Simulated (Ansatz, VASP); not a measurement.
## GaN in VASP and in Ansatz

```xyz
2
Lattice="0.0000 1.9925 1.9925 1.9925 0.0000 1.9925 1.9925 1.9925 0.0000" Properties=species:S:1:pos:R:3 pbc="T T T"
Ga    1.9925    1.9925    1.9925
N     0.0000    0.0000    0.0000
```

Alike in both runs: task single point; functional PBE; k mesh 4 × 4 × 4; occupations fermi-dirac, width 0.02 eV; no spin polarisation.

|  | VASP | Ansatz |
| --- | --- | --- |
| version | VASP 6.6.1 | Ansatz 0.2.0 |
| potentials or method | VASP PAW PBE potentials, release 64 (Ga_d, N), cutoff 520 eV | all-electron LAPW, scalar-relativistic |

```csv
,VASP,Ansatz,Ansatz less VASP
gap on the k mesh at the Fermi level (eV),1.88,1.90,+0.020
```

Ansatz ran all-electron here, so the differences hold the error of VASP's frozen core and of both bases.

Caveats: the k mesh is coarse (spacing up to 0.68 Å⁻¹), so the values aren't converged. A k mesh can miss the band edges.
